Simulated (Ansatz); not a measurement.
# Phase order of Mo (with spin–orbit coupling)

Structure types of Mo are relaxed in primitive cells with their symmetry kept at 0 GPa, first on PAW files, then by LAPW. The enthalpy is E + pV at zero temperature, without zero-point motion. Only the types listed were tried, and differences under about 5 meV/atom are mesh noise. Not among the end structures: fcc, which may lie lower.

Level of theory: DFT with PBE, with spin–orbit coupling, in Ansatz 0.2.0; Fermi–Dirac smearing of 0.05 eV, no spin polarisation. LAPW: all electrons, basis error target 0.5 meV/atom; PAW: frozen-core files, cutoff 420 eV.

k meshes: bcc 18×18×18, hcp 17×17×9.

Problem. Order the types by LAPW enthalpy, lowest first.
A. bcc
B. hcp

Solution. A (0 meV/atom), B (435 meV/atom).

| start type | ends as | a, b, c (Å) | V (Å³/atom) | H − H(lowest), LAPW (meV/atom) | same, PAW |
| --- | --- | --- | --- | --- | --- |
| bcc | bcc, Im-3m | 3.161, 3.161, 3.161 | 15.79 | 0.0 | 0.0 |
| hcp | hcp, P6_3/mmc | 2.757, 2.757, 4.897 | 16.12 | 434.8 | 434.3 |
